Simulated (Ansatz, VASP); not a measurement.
## BN: VASP beside Ansatz

```xyz
4
Lattice="2.4843 0.0000 0.0000 -1.2421 2.1514 0.0000 0.0000 0.0000 5.5861" Properties=species:S:1:pos:R:3 pbc="T T T"
B     0.0000    1.4343    1.3965
B     1.2421    0.7171    4.1895
N     0.0000    1.4343    4.1895
N     1.2421    0.7171    1.3965
```

Alike in both runs: task single point; functional PBEsol; k mesh 12 × 12 × 4; occupations gaussian, width 0.02 eV; no spin polarisation.

|  | VASP | Ansatz |
| --- | --- | --- |
| version | VASP 6.6.1 | Ansatz 0.2.0 |
| potentials or method | VASP PAW PBE potentials, release 64 (B, N) | scalar-relativistic, plane waves, PAW |
| plane-wave cutoff (eV) | 520 | 420 |
| valence electrons in the cell | 16 | 16 |

```tsv
	VASP	Ansatz	Ansatz less VASP
gap on the k mesh at the Fermi level (eV)	3.91	3.92	+0.011
least direct gap on the mesh (eV)	4.24	4.25	+0.010
pressure (GPa)	12.3	12.0	-0.36
largest component of the traceless stress (GPa)	0.56	0.01	-0.547
```

Caveats: the PAW data sets were made with another functional, which shifts forces and pressure a little (VASP). A k mesh can miss the band edges.
